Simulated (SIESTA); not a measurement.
## ZnS (Wurtzite-4H) under changes of volume

One of the cells (19.805 Å³/atom); the others are scaled copies at fixed shape and fractional positions:

```
Zn S
1.0
     3.82270    0.00000    0.00000
    -1.91135    3.31056    0.00000
     0.00000    0.00000   12.52000
Zn S
4 4
Direct
  0.66667 0.33333 0.75000
  0.33333 0.66667 0.25000
  0.00000 0.00000 0.50000
  0.00000 0.00000 0.00000
  0.66667 0.33333 0.93750
  0.33333 0.66667 0.43750
  0.00000 0.00000 0.68750
  0.00000 0.00000 0.18750
```

* Program: SIESTA 5.4.2
* Functional: PBE
* Potentials or basis: PseudoDojo 0.4 standard (PBE files)
* Basis: DZP (energy shift 0.003 Ry; two zetas on semicore shells)
* Grid cutoff: 800 Ry
* Energy shift: 0.003 Ry
* k mesh: 6 × 6 × 2
* Occupations: fermi-dirac, width 0.05 eV
* Spin: no spin polarisation

```csv
volume (Å³/atom),energy over the lowest point (meV/atom),pressure (GPa),gap on the mesh (eV),largest force (eV/Å)
18.617,37.77,7.7,2.87,0.049
19.013,21.31,5.5,2.74,0.043
19.409,10.33,3.5,2.62,0.037
19.805,3.23,2.2,2.51,0.029
20.202,0.00,0.5,2.39,0.025
20.598,0.35,-0.8,2.29,0.023
20.994,?,?,?,?
```

Problem. What does the run at 20.994 Å³/atom give?

Solution. Energy over the lowest point 3.96 meV/atom; pressure -2.1 GPa; gap on the mesh 2.18 eV; largest force 0.017 eV/Å.

Worked out: A Birch-Murnaghan fit of order 3 (a polynomial in V^(-2/3)) to the other rows has its minimum at 20.37 Å³/atom with B0 = V·E''(V) = 66 GPa and B' = 5.9 at fixed shape and positions, which overstates the stiffness. It gives 3.45 meV/atom at 20.994 Å³/atom, against the run's 3.96, and -dE/dV = -1.8 GPa, against -2.1. A straight line through the other rows of the gap, of slope -5.74 eV per unit of ln V (its deformation potential), extrapolates to 2.17 eV, against the run's 2.18.

Energies are extrapolated to zero smearing.

Caveats: short orbitals over semicore shells can move pressures by several GPa; the valence orbitals were made in a potential fitted to the semicore shell under them, which widens gaps by tenths of an eV or more; the basis of atomic orbitals isn't converged, which shifts pressures, moduli and gaps.
